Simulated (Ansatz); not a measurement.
# Ru (P6_3/mmc) in Ansatz: notebook

One crystal, Ru, is run at these levels: LDA, PBEsol, PBE; tasks: relaxation of cell and atoms, single point.

Program: Ansatz 0.2.0. These are calculated values, not measurements. Logs are shortened: lines on timing, memory, paths and dates and some standing lists are left out, and cuts for length are marked.

## 1. Starting point

Symmetry: P6_3/mmc, No. 194, hexagonal system. The conventional cell has a = 2.706 Å, b = 2.706 Å, c = 4.282 Å, α = 90.00°, β = 90.00°, γ = 120.00°. Ru (site symmetry -6m2) has 12 Ru at 2.65 to 2.71 Å as nearest neighbours.

## 2. Relaxation of cell and atoms, LDA

File input.yaml:

```yaml
crystal:
  lattice:
    - [2.7058, 0.0, 0.0]
    - [-1.3529, 2.3432915376, 0.0]
    - [0.0, 0.0, 4.2819]
  atoms:
    - { symbol: Ru, position: [0.6666666667, 0.3333333333, 0.75] }
    - { symbol: Ru, position: [0.3333333333, 0.6666666667, 0.25] }
hamiltonian:
  xc: lda
  pseudopotentials: { kind: paw }
kpoints:
  mp_grid: { grid: [11, 11, 6] }
scf:
  occupations: { method: fermi_dirac, width: 0.05 }
output:
  forces: true
  stress: true
relax:
  f_tol: 0.01
  max_steps: 40
  cell: { stress_tol: 0.05 }
```

Potentials or basis: Ansatz PAW.

Launch:

```
$ ansatz run input.yaml --threads 2 --pin off --max-ram 5632MiB --backend cpu --events-out ev --progress --plain --runs-dir out
```

Log:

```text
Warning: RAYON_NUM_THREADS=2 ignored (pool sized by the plan → 2); use --threads N
Engine: ansatz 0.2.0, x86_64-unknown-linux-gnu
Pseudopotentials: kind: paw
Pseudopotential: Ru, paw, valence charge 16, recommended cutoff 420 eV (normal), Ru.paw.azcp
Functional definition: SPW92
  exchange = slater_x
  correlation = pw_c
Crystal: 2 atoms, lattice volume = 27.149 Å³
Basis set: ecut = 420 eV, 537 PW (Γ)
Bands: 20, of which v1, the nominal top of the filled ones, is band 16 counted from 1 (15 counted from 0)
Symmetry: 24 space group operations
Space group: P63/mmc (ITA 194), of the structure as read, at distance tolerance 3.0e-5 Å
k-points: 64 of 726
Non-local potential: Ru, projectors of the file, l = 0: 3, l = 1: 2, l = 2: 2, l = 3: 1
PAW form: soft (Blöchl's): semilocal exchange-correlation on the pseudo side does not see the compensation charge
PAW frozen core: Ru, regenerated for the run's functional, and the local potential with it (the file was generated under x = pbe(κ = 0.804, μ = 0.2195149727645171), c = pbe(β = 0.06672455060314922))
PAW one-centre angular grid: Ru, 590 points (default); XC on 64 Gauss nodes
Initial density: superposition of atomic densities (neutral atoms: chi_scale 0, normalization atom), corrected by the library's trained network
Initial wavefunctions: pseudopotential atomic-orbital guess
Functional: x = slater, c = lda
SCF iter   1: F=—  HF=-11516.549069 eV  |F-HF|=—  |Δ(HF+E_count)|=         —  Δρ=1.01e-2  dr2=1.26e-2  ethr=1.77e-3  ⟨swp⟩=5.1  Hψ=5038  notcnv=0
preconditioner: auto → none  [metal: Δε(μ)=0.032 eV  Ē_g=5.857 eV  σ=0.050 eV  W_gap=0.16  n_scr=8 (ndim 8)  ℏωp=28.5 eV  f_vac=0.000  D(μ)=2.05/eV (n_scr^D=22)  sad-step TF]
SCF iter   2: F=—  HF=-11516.548026 eV  |F-HF|=—  |Δ(HF+E_count)|=   1.04e-3  Δρ=5.40e-3  dr2=3.30e-3  ethr=3.93e-5  ⟨swp⟩=2.8  Hψ=2511  notcnv=0
SCF iter   3: F=—  HF=-11516.547587 eV  |F-HF|=—  |Δ(HF+E_count)|=   4.39e-4  Δρ=2.89e-4  dr2=8.91e-6  ethr=1.03e-5  ⟨swp⟩=2.0  Hψ=1770  notcnv=0
SCF iter   4: F=—  HF=-11516.547589 eV  |F-HF|=—  |Δ(HF+E_count)|=   1.64e-6  Δρ=7.14e-5  dr2=4.51e-7  ethr=2.78e-8  ⟨swp⟩=2.0  Hψ=2312  notcnv=0
iter 5 did not close the SCF: its close was put off for the readings that it lacked (scf_convergence_deferred on its scf_iter line)
SCF iter   5: F=-11516.547590 eV  HF=-11516.547590 eV  |F-HF|=1.57e-8  |Δ(HF+E_count)|=   6.36e-7  Δρ=1.42e-5  dr2=2.24e-8  ethr=1.41e-9  ⟨swp⟩=2.5  Hψ=2175  notcnv=0
SCF iter   6: F=-11516.547590 eV  HF=-11516.547590 eV  |F-HF|=7.00e-10  |Δ(HF+E_count)|=   8.96e-9  Δρ=4.50e-6  dr2=1.88e-9  ethr=7.00e-11  ⟨swp⟩=2.2  Hψ=4794  notcnv=0
SCF 1 converged in 6 iterations: F = -11516.547590 eV  dr2 = 1.88e-9
relax step   1: F+E_penalty+E_count = -11516.54758972 eV  Δ(F+E_penalty+E_count) = +0.000e0 eV  max|allowed force component| = 4.163e-17 eV/Å  Δτ_max = 0.0000 Å  P = -12.249 GPa  Ω = 27.149 Å³  (6 SCF iters, dr2 threshold 1.00e-7 eV, accepted)
Crystal: 2 atoms, lattice volume = 25.084 Å³
Basis set: ecut = 420 eV, 511 PW (Γ)
Initial density: handed on by an earlier stage of this run
Initial wavefunctions: those handed on with the density
iter 1 solved again at ethr=1.50e-5 eV; its pass at ethr=3.10e-3 eV (dr2=4.81e-3 eV) is discarded
SCF iter   1: F=—  HF=-11516.530779 eV  |F-HF|=—  |Δ(HF+E_count)|=         —  Δρ=5.73e-3  dr2=4.75e-3  ethr=1.50e-5  ⟨swp⟩=2.0  Hψ=6990  notcnv=0
preconditioner: auto → none  [metal: Δε(μ)=0.003 eV  Ē_g=6.486 eV  σ=0.050 eV  W_gap=0.01  n_scr=8 (ndim 8)  ℏωp=29.7 eV  f_vac=0.000  D(μ)=1.86/eV (n_scr^D=22)]
SCF iter   2: F=—  HF=-11516.529909 eV  |F-HF|=—  |Δ(HF+E_count)|=   8.70e-4  Δρ=2.58e-3  dr2=5.42e-4  ethr=1.48e-5  ⟨swp⟩=2.0  Hψ=1715  notcnv=0
SCF iter   3: F=—  HF=-11516.529921 eV  |F-HF|=—  |Δ(HF+E_count)|=   1.18e-5  Δρ=5.22e-4  dr2=2.96e-5  ethr=1.69e-6  ⟨swp⟩=1.0  Hψ=1280  notcnv=0
SCF iter   4: F=—  HF=-11516.529923 eV  |F-HF|=—  |Δ(HF+E_count)|=   2.31e-6  Δρ=4.84e-5  dr2=1.26e-7  ethr=9.24e-8  ⟨swp⟩=2.1  Hψ=1850  notcnv=0
iter 5 did not close the SCF: its close was put off for the readings that it lacked (scf_convergence_deferred on its scf_iter line)
SCF iter   5: F=-11516.529923 eV  HF=-11516.529923 eV  |F-HF|=2.38e-9  |Δ(HF+E_count)|=   1.11e-7  Δρ=7.44e-6  dr2=4.07e-9  ethr=3.95e-10  ⟨swp⟩=2.5  Hψ=2164  notcnv=0
SCF iter   6: F=-11516.529923 eV  HF=-11516.529923 eV  |F-HF|=6.73e-11  |Δ(HF+E_count)|=  8.29e-10  Δρ=2.17e-6  dr2=1.61e-10  ethr=1.27e-11  ⟨swp⟩=1.4  Hψ=3884  notcnv=0
SCF 2 converged in 6 iterations: F = -11516.529923 eV  dr2 = 1.61e-10
relax step   2: F+E_penalty+E_count = -11516.52992349 eV  Δ(F+E_penalty+E_count) = +1.767e-2 eV  max|allowed force component| = 1.550e-16 eV/Å  Δτ_max = 0.0000 Å  P = +17.231 GPa  Ω = 25.084 Å³  energy of the carried Pulay correction = +3.777e-4 eV  (6 SCF iters, dr2 threshold 2.00e-7 eV, rejected (line search))
Crystal: 2 atoms, lattice volume = 26.253 Å³
iter 1 solved again at ethr=4.51e-6 eV; its pass at ethr=3.10e-3 eV (dr2=1.44e-3 eV) is discarded
SCF iter   1: F=—  HF=-11516.586205 eV  |F-HF|=—  |Δ(HF+E_count)|=         —  Δρ=3.18e-3  dr2=1.46e-3  ethr=4.51e-6  ⟨swp⟩=2.6  Hψ=7269  notcnv=0
preconditioner: auto → none  [metal: Δε(μ)=0.034 eV  Ē_g=6.095 eV  σ=0.050 eV  W_gap=0.17  n_scr=8 (ndim 8)  ℏωp=29.0 eV  f_vac=0.000  D(μ)=1.98/eV (n_scr^D=22)]
SCF iter   2: F=—  HF=-11516.585986 eV  |F-HF|=—  |Δ(HF+E_count)|=   2.19e-4  Δρ=1.48e-3  dr2=1.91e-4  ethr=4.51e-6  ⟨swp⟩=2.0  Hψ=1705  notcnv=0
SCF iter   3: F=—  HF=-11516.585994 eV  |F-HF|=—  |Δ(HF+E_count)|=   8.63e-6  Δρ=2.70e-4  dr2=1.10e-5  ethr=5.96e-7  ⟨swp⟩=1.3  Hψ=1520  notcnv=0
SCF iter   4: F=—  HF=-11516.585993 eV  |F-HF|=—  |Δ(HF+E_count)|=   1.07e-6  Δρ=2.93e-5  dr2=4.63e-8  ethr=3.43e-8  ⟨swp⟩=2.0  Hψ=1849  notcnv=0
SCF iter   5: F=—  HF=-11516.585994 eV  |F-HF|=—  |Δ(HF+E_count)|=   6.25e-7  Δρ=4.14e-6  dr2=1.48e-9  ethr=1.45e-10  ⟨swp⟩=2.5  Hψ=2148  notcnv=0
SCF iter   6: F=—  HF=-11516.585994 eV  |F-HF|=—  |Δ(HF+E_count)|=  4.33e-10  Δρ=1.22e-6  dr2=6.22e-11  ethr=4.62e-12  ⟨swp⟩=2.7  Hψ=2388  notcnv=0
SCF iter   7: F=-11516.585994 eV  HF=-11516.585994 eV  |F-HF|=5.46e-12  |Δ(HF+E_count)|=  2.00e-11  Δρ=2.41e-7  dr2=8.27e-12  ethr=1.00e-12  ⟨swp⟩=5.0  Hψ=5148  notcnv=0
SCF 3 converged in 7 iterations: F = -11516.585994 eV  dr2 = 8.27e-12
relax step   3: F+E_penalty+E_count = -11516.58599405 eV  Δ(F+E_penalty+E_count) = -3.840e-2 eV  max|allowed force component| = 4.163e-17 eV/Å  Δτ_max = 0.0000 Å  P = -1.048 GPa  Ω = 26.253 Å³  energy of the carried Pulay correction = +1.604e-4 eV  (7 SCF iters, accepted)
[... 13 lines left out ...]
relax step   4: F+E_penalty+E_count = -11516.58625533 eV  Δ(F+E_penalty+E_count) = -2.613e-4 eV  max|allowed force component| = 4.626e-18 eV/Å  Δτ_max = 0.0000 Å  P = +0.075 GPa  Ω = 26.172 Å³  energy of the carried Pulay correction = +1.751e-4 eV  (6 SCF iters, dr2 threshold 2.00e-7 eV, accepted)
[... 14 lines left out ...]
relax step   5: F+E_penalty+E_count = -11516.58625557 eV  Δ(F+E_penalty+E_count) = -2.398e-7 eV  max|allowed force component| = 4.395e-17 eV/Å  Δτ_max = 0.0000 Å  P = -0.002 GPa  Ω = 26.177 Å³  energy of the carried Pulay correction = +1.741e-4 eV  (6 SCF iters, dr2 threshold 1.42e-8 eV, accepted)
Initial wavefunctions: pseudopotential atomic-orbital guess (no wavefunctions were taken with the density)
iter 1 solved again at ethr=1.33e-8 eV; its pass at ethr=3.10e-3 eV (dr2=4.24e-6 eV) is discarded
SCF iter   1: F=—  HF=-11516.586108 eV  |F-HF|=—  |Δ(HF+E_count)|=         —  Δρ=2.11e-5  dr2=1.08e-8  ethr=1.33e-8  ⟨swp⟩=3.1  Hψ=9110  notcnv=0
SCF iter   2: F=—  HF=-11516.586107 eV  |F-HF|=—  |Δ(HF+E_count)|=   1.21e-6  Δρ=1.03e-5  dr2=2.47e-9  ethr=3.38e-11  ⟨swp⟩=2.0  Hψ=2302  notcnv=0
SCF iter   3: F=—  HF=-11516.586107 eV  |F-HF|=—  |Δ(HF+E_count)|=   6.22e-9  Δρ=1.11e-6  dr2=2.05e-10  ethr=7.73e-12  ⟨swp⟩=2.8  Hψ=2282  notcnv=0
iter 4 did not close the SCF: its close was put off for the readings that it lacked (scf_convergence_deferred on its scf_iter line)
SCF iter   4: F=-11516.586107 eV  HF=-11516.586107 eV  |F-HF|=9.09e-12  |Δ(HF+E_count)|=  4.00e-11  Δρ=1.18e-7  dr2=3.05e-12  ethr=1.00e-12  ⟨swp⟩=2.1  Hψ=1844  notcnv=0
iter 5 did not close the SCF: its close was put off for the readings that it lacked (scf_convergence_deferred on its scf_iter line)
SCF iter   5: F=-11516.586107 eV  HF=-11516.586107 eV  |F-HF|=1.82e-12  |Δ(HF+E_count)|=  3.64e-12  Δρ=1.72e-8  dr2=1.50e-14  ethr=1.00e-12  ⟨swp⟩=1.0  Hψ=1280  notcnv=0
iter 6 did not close the SCF: its close was put off for the readings that it lacked (scf_convergence_deferred on its scf_iter line)
SCF iter   6: F=-11516.586107 eV  HF=-11516.586107 eV  |F-HF|=5.46e-12  |Δ(HF+E_count)|=  1.82e-12  Δρ=5.44e-9  dr2=2.55e-15  ethr=1.00e-12  ⟨swp⟩=1.0  Hψ=1280  notcnv=0
iter 7 did not close the SCF: its close was put off for the readings that it lacked (scf_convergence_deferred on its scf_iter line)
SCF iter   7: F=-11516.586107 eV  HF=-11516.586107 eV  |F-HF|=1.82e-12  |Δ(HF+E_count)|=  1.82e-12  Δρ=1.95e-9  dr2=5.33e-16  ethr=1.00e-12  ⟨swp⟩=1.0  Hψ=1280  notcnv=0
SCF iter   8: F=-11516.586107 eV  HF=-11516.586107 eV  |F-HF|=0.00e0  |Δ(HF+E_count)|=    0.00e0  Δρ=3.90e-10  dr2=1.38e-17  ethr=1.00e-12  ⟨swp⟩=2.0  Hψ=3642  notcnv=0
SCF 6 converged in 8 iterations: F = -11516.586107 eV  dr2 = 1.38e-17
relax step   6: F+E_penalty+E_count = -11516.58610720 eV  Δ(F+E_penalty+E_count) = +1.484e-4 eV  max|allowed force component| = 2.776e-17 eV/Å  Δτ_max = 0.0000 Å  P = -0.006 GPa  Ω = 26.177 Å³  stress off target by 8.42e-3 GPa  SCF on the basis re-selected at this cell (its energy is not comparable with the rows above)  (8 SCF iters)
basis re-selected at this cell: Δ(F+E_penalty+E_count) = +1.484e-4 eV, ΔP = -0.004 GPa vs the last step (what re-selecting the basis moved, of the pressure what is left beyond the Pulay correction that the steps carried, after the strain that the cell walked since its last selection, with what the two solves' SCF thresholds leave and, on support functions, any second-order correction that the steps lacked; it is no measure of the basis error at this ecutwfc). The dense FFT grid was sized anew with the basis: this SCF ran on 18×18×30 points, the steps before it on 20×20×30, so part of this shift can come from that change (see relax.cell in the input reference). This SCF's stress stands 8.42e-3 GPa from its target on what of the cell is left free (relax.cell.stress_tol is 5.00e-2 GPa) and its largest allowed force component is 2.78e-17 eV/Å (relax.f_tol is 1.00e-2 eV/Å): within both
SCF converged after 8 iterations
Free energy (F): -11516.586107 eV
Harris-Foulkes:  -11516.586107 eV  (|F-HF|=0.00e0)
Internal energy: -11516.570109 eV  (E = F + TS)
E sigma→0 (E₀):  -11516.578108 eV
Entropy (-TS):   -0.015999 eV (-7.999 meV/atom)
Fermi energy:    24.213254 eV
--- Per-component energies (eV) ---
  E_band       = -83.748134
  E_kinetic    = 1031.567793
  E_local      = -2448.860179  (includes V_loc(G=0)·N_el)
  E_nonlocal   = 696.740338
  E_hartree    = 782.858117
  E_xc         = -380.346543
  E_vxc        = -479.474908  (∫ρ·V_xc dr)
  E_paw        = -6682.661324  (= ΣΔE_a)
  E_vpaw       = -449.436914  (= ΣTr[D̂ρ^β])
  E_aug_tail   = -0.000501  (compensation charges beyond the density's cutoff)
  E_ewald      = -4517.011181
  E_core_change = 1.143370  (= ΣΔE_core)
  E_smearing   = -0.015999  (= −TS)
  E_closure    = -0.000000  (closes the sum)
  Σ components = -11516.586107   (vs F -11516.586107, Δ=0.00e0)
--- Forces (eV/Å), atoms counted from 1 ---
  atom   1  Ru     0.00000000    -0.00000000     0.00000000
  atom   2  Ru     0.00000000     0.00000000    -0.00000000
  max |Σ_I F_I| component: 4.63e-18 eV/Å
--- Stress (GPa, compression-positive) ---
       -0.008424      -0.000000       0.000000
        0.000000      -0.008424      -0.000000
        0.000000      -0.000000      -0.000332
  P = ⅓ Tr σ = -0.0057 GPa (-0.057 kbar)
--- Relaxed structure (5 steps of the walk, 4 accepted, 1 SCFs on fresh bases) ---
  F+E_penalty+E_count = -11516.58610720 eV   max|allowed force component| = 2.776e-17 eV/Å   (the final SCF, on the basis selected at the relaxed cell)
  cell:  # Å, volume = 26.1773 Å³
    - [2.673258133538821, 0.0, 0.0]
    - [-1.3366290667694105, 2.315109454517992, -1.0497828691950047e-18]
    - [1.8292212365250476e-34, -1.9182697481374287e-18, 4.229727733874911]
  atoms:
    - { symbol: Ru, position: [0.6666666666666665, 0.33333333333333326, 0.7499999999999999] }
    - { symbol: Ru, position: [0.33333333333333326, 0.6666666666666665, 0.25] }
```

Wall time 9.1 s (2 threads of Intel Xeon at 2.50GHz (Skylake/Cascade Lake), shared host); peak memory 0.34 GiB.

What came out:

```
Free energy                            : -11516.5861 eV
Relaxed volume                         : 13.09 Å³/atom
Relaxed cell                           : a = 2.673 Å, b = 2.673 Å, c = 4.230 Å, α = 90.00°, β = 90.00°, γ = 120.00°
Space group after relaxing (to 0.05 Å) : P6_3/mmc (No. 194)
Energy gained by relaxing              : 19.3 meV/atom
Ionic steps                            : 5
Pressure after relaxing                : 0.0 GPa
```

The path:
```
step  energy change (eV)  largest force (eV/Å)  volume (Å³)
   1              0.0000                0.0000        27.15
   2             -0.0384                0.0000        26.25
   3             -0.0387                0.0000        26.17
   4             -0.0387                0.0000        26.18
   5             -0.0385                0.0000        26.18
```

Final structure:
```
Ru
1.0
     2.67326    0.00000    0.00000
    -1.33663    2.31511    0.00000
     0.00000    0.00000    4.22973
Ru
2
Direct
  0.66667 0.33333 0.75000
  0.33333 0.66667 0.25000
```

Caveat: the plane-wave basis is chosen anew once the cell has moved, so the energies of steps on either side of that aren't comparable; the PAW data sets come from PBE, with cores solved anew for the run's functional, which leaves a small shift of forces and pressure.

## 3. Relaxation of cell and atoms, PBEsol

Changes to input.yaml since step 2:

```diff
@@ -9,3 +9,3 @@
 hamiltonian:
-  xc: lda
+  xc: pbesol
   pseudopotentials: { kind: paw }
@@ -18,2 +18,6 @@
   stress: true
+  write_density: true
+  write_potential: true
+  elf: true
+  volumetric_format: npy
 relax:
```

Potentials or basis: Ansatz PAW.

Launch:

```
$ ansatz run input.yaml --threads 2 --pin off --max-ram 5632MiB --backend cpu --events-out ev --progress --plain --runs-dir out
```

It took 8.4 s on 2 threads of Intel Xeon at 2.50GHz (Skylake/Cascade Lake), shared host; peak memory 0.35 GiB.

The run converged. Its results:

```yaml
Free_energy: -11633.0045 eV
Relaxed_volume: 13.32 Å³/atom
Relaxed_cell: a = 2.689 Å, b = 2.689 Å, c = 4.254 Å, α = 90.00°, β = 90.00°, γ = 120.00°
Space_group_after_relaxing_to_0.05_Å: P6_3/mmc (No. 194)
Energy_gained_by_relaxing: 5.0 meV/atom
Ionic_steps: 4
Pressure_after_relaxing: 0.0 GPa
Band_gap_on_the_k_mesh: none (metal or under the smearing width)
```

Step by step:
```tsv
step	energy change (eV)	largest force (eV/Å)	volume (Å³)
1	0.0000	0.0000	27.15
2	-0.0101	0.0000	26.66
3	-0.0101	0.0000	26.65
4	-0.0099	0.0000	26.65
```

Final structure:
```
CELL_PARAMETERS angstrom
2.68931 0.00000 0.00000
-1.34466 2.32901 0.00000
0.00000 0.00000 4.25415
ATOMIC_POSITIONS crystal
Ru 0.66667 0.33333 0.75000
Ru 0.33333 0.66667 0.25000
```

Levels at points of the mesh, in eV from the Fermi level:
```
            k point  band 12  band 13  band 14  band 15  band 16  band 17  band 18  band 19  band 20
 (0.00, 0.00, 0.00)    -2.61    -2.43    -1.90    -1.90    -1.36    -1.36     1.30     1.30     1.33
(0.00, 0.00, -0.50)    -2.78    -2.78    -2.78    -2.73    -2.73     0.64     0.64     0.64     0.64
```

Caveat: the plane-wave basis is chosen anew once the cell has moved, so the energies of steps on either side of that aren't comparable; the PAW data sets come from PBE, with cores solved anew for the run's functional, which leaves a small shift of forces and pressure.

## 4. Single point, PBE

File input.yaml:

```yaml
crystal:
  lattice:
    - [2.7058, 0.0, 0.0]
    - [-1.3529, 2.3432915376, 0.0]
    - [0.0, 0.0, 4.2819]
  atoms:
    - { symbol: Ru, position: [0.6666666667, 0.3333333333, 0.75] }
    - { symbol: Ru, position: [0.3333333333, 0.6666666667, 0.25] }
hamiltonian:
  xc: pbe
  pseudopotentials: { kind: paw }
kpoints:
  mp_grid: { grid: [11, 11, 6] }
scf:
  occupations: { method: gaussian, width: 0.013 }
output:
  forces: true
  stress: true
  eigenvalues: true
```

Launch:

```
$ ansatz run input.yaml --threads 2 --pin off --max-ram 5632MiB --backend cpu --events-out ev --progress --plain --runs-dir out
```

Wall time 1.7 s (2 threads of Intel Xeon at 2.50GHz (Skylake/Cascade Lake), shared host); peak memory 0.33 GiB.

Results (log left out):

| Property | Result |
| --- | --- |
| Free energy | -11757.3590 eV |
| Pressure | 4.5 GPa |
| Band gap on the k mesh | none (metal or under the smearing width) |

Stress tensor (GPa, compression positive):
```
4.46 0.00 0.00
0.00 4.46 0.00
0.00 0.00 4.59
```

Levels at points of the mesh, in eV from the Fermi level:
```
            k point  band 14  band 15  band 16  band 17  band 18  band 19
 (0.00, 0.00, 0.00)    -1.86    -1.86    -1.34    -1.34     1.24     1.24
(0.00, 0.00, -0.50)    -2.71    -2.66    -2.66     0.60     0.60     0.60
```

## 5. Summary

```tsv
task	level	cell	smearing	gap on the mesh (eV)	pressure (GPa)	relaxed volume (Å³/atom)
relaxation of cell and atoms	LDA	relaxed	fermi-dirac 0.05 eV	-	0.0	13.09
relaxation of cell and atoms	PBEsol	relaxed	fermi-dirac 0.05 eV	none	0.0	13.32
single point	PBE	as given	gaussian 0.013 eV	none	4.5	-
```

Alike in all rows: potentials or basis Ansatz PAW; no spin polarisation; k mesh 11 × 11 × 6; cutoff (eV) 420.

Caveats: the plane-wave basis is chosen anew once the cell has moved, so the energies of steps on either side of that aren't comparable (some runs); the PAW data sets come from PBE, with cores solved anew for the run's functional, which leaves a small shift of forces and pressure (some runs).

Total energies depend on the potentials used, so only differences within one code and one set of settings carry meaning.
